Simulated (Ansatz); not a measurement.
Input of an Ansatz 0.2.0 run:

input.yaml

```yaml
crystal:
  lattice:
    - [0.0, 2.3268543819, 2.3268543819]
    - [2.3268543819, 0.0, 2.3268543819]
    - [2.3268543819, 2.3268543819, 0.0]
  atoms:
    - { symbol: O, position: [0.0, 0.0, 0.0] }
    - { symbol: Li, position: [0.25, 0.25, 0.25] }
    - { symbol: Li, position: [0.75, 0.75, 0.75] }
hamiltonian:
  xc: pbe
  pseudopotentials: { kind: nc }
kpoints:
  mp_grid: { grid: [10, 10, 10] }
scf:
  occupations: { method: fermi_dirac, width: 0.05 }
output:
  forces: true
  stress: true
  eigenvalues: true
  write_density: true
  write_potential: true
  elf: true
  volumetric_format: npy
```

Potentials or basis: Ansatz NC.

Command:

```bash
$ ansatz run input.yaml --threads 2 --pin off --max-ram 5632MiB --backend cpu --events-out ev --progress --plain --runs-dir out
```

Question: What does it give for the pressure?

Answer: -1.5 GPa.

Question: Predict the band gap on the k mesh.

Answer: 4.95 eV, indirect (least direct gap 5.11 eV).

A k mesh can miss the band edges. Expect the measured gap to be larger: semilocal functionals such as PBE lack the derivative discontinuity.
